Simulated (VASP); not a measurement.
Cs2AgBiBr6, 10 atoms in the cell. It takes space group Fm-3m (No. 225, cubic). The conventional cell has a = 11.232 Å, b = 11.232 Å, c = 11.232 Å, α = 90.00°, β = 90.00°, γ = 90.00°. Bi (site symmetry m-3m) has 6 Br at 2.81 Å as nearest neighbours. Around Cs (site symmetry -43m) lie 12 Br at 3.97 Å. Ag (site symmetry m-3m) has 6 Br at 2.80 Å as nearest neighbours. Br (site symmetry 4mm) is surrounded by 1 Ag at 2.80 Å and 1 Bi at 2.81 Å. 

- Program: VASP 6.6.1
- Task: relaxation of cell and atoms
- Functional: PBE
- Potentials or basis: VASP PAW PBE potentials, release 64 (Bi_d, Cs_sv, Ag, Br)
- Cutoff: 600 eV
- k mesh: 3 × 3 × 3
- Occupations: fermi-dirac, width 0.05 eV
- Spin: no spin polarisation
- Target pressure: 20 GPa
- Further INCAR settings: ALGO = Normal; EDIFF = 1e-07; IBRION = 2; EDIFFG = -0.01; NSW = 60; ISIF = 3
- Target pressure: 20 GPa

Potentials or basis: VASP PAW PBE potentials, release 64 (Bi_d, Cs_sv, Ag, Br).

Run with:

```bash
$ cat potpaw_PBE.64/Bi_d/POTCAR potpaw_PBE.64/Cs_sv/POTCAR potpaw_PBE.64/Ag/POTCAR potpaw_PBE.64/Br/POTCAR > POTCAR
$ mpirun -np 1 vasp_std > vasp.out
```

Hardware: 1 thread of Intel(R) Xeon(R) Platinum 8259CL CPU @ 2.50GHz (Skylake/Cascade Lake), with other jobs on the host.

Task: How long does it take, and how much memory?

Result: Wall time 32 min on 1 thread of Intel(R) Xeon(R) Platinum 8259CL CPU @ 2.50GHz (Skylake/Cascade Lake), with other jobs on the host, peak memory 0.68 GiB. Counts: scf iterations 119, k points 4, ion steps 11.
